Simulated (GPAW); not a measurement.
A run of GPAW 26.7.0:

File run.py:

```python
import numpy as np
from ase.dft.bandgap import bandgap
from ase.io import read, write
from ase.units import Bohr, GPa
from gpaw import GPAW, PW
from gpaw.analyse.hirshfeld import HirshfeldPartitioning

atoms = read('Si.xyz')

calc = GPAW(mode=PW(600),
            xc='RPBE',
            kpts={'size': (8, 8, 8), 'gamma': True},
            occupations={'name': 'fermi-dirac', 'width': 0.05},
            nbands=11,
            convergence={'density': 1e-05, 'energy': 1e-05},
            maxiter=150,
            legacy_gpaw=True,
            txt='gpaw.txt')
atoms.calc = calc
energy = atoms.get_potential_energy()
forces = atoms.get_forces()
stress = atoms.get_stress()
calc.write('gs.gpw')
write('result.traj', atoms)
print(f'Energy: {energy:.6f} eV')
print('Forces (eV/A):')
print(forces.round(4))
print('Stress (GPa):', (stress / GPa).round(3))
print('Fermi level:', round(calc.get_fermi_level(), 4), 'eV')
print(f'Gap: {bandgap(calc)[0]:.4f} eV, direct: {bandgap(calc, direct=True)[0]:.4f} eV')

hirshfeld = HirshfeldPartitioning(calc)
print('Hirshfeld charges:', *np.round(hirshfeld.get_charges(), 4))
print('Hirshfeld volume ratios:', *np.round(hirshfeld.get_effective_volume_ratios(), 4))

# fields on the real-space grid
write('density.cube', atoms, data=calc.get_pseudo_density() * Bohr**3)
write('potential.cube', atoms, data=calc.get_electrostatic_potential())
```

The input Si.xyz:

```xyz
2
Lattice="0.0000000000 2.6083063646 2.6083063646 2.6083063646 0.0000000000 2.6083063646 2.6083063646 2.6083063646 0.0000000000" Properties=species:S:1:pos:R:3 pbc="T T T"
Si     2.6083063646      2.6083063646      2.6083063646
Si     3.9124595469      3.9124595469      3.9124595469
```

Potentials or basis: the program's PAW data sets (release 1.2.1) made for this functional, pw.

Command:

```bash
$ OMP_NUM_THREADS=1 python run.py
```

Hardware: 1 thread of Arm Neoverse V1, with other jobs on the host.

Q: Estimate the wall time of this run.

A: It took 9.2 s on 1 thread of Arm Neoverse V1 (shared host), peak memory 0.19 GiB. Counts: scf iterations 10.
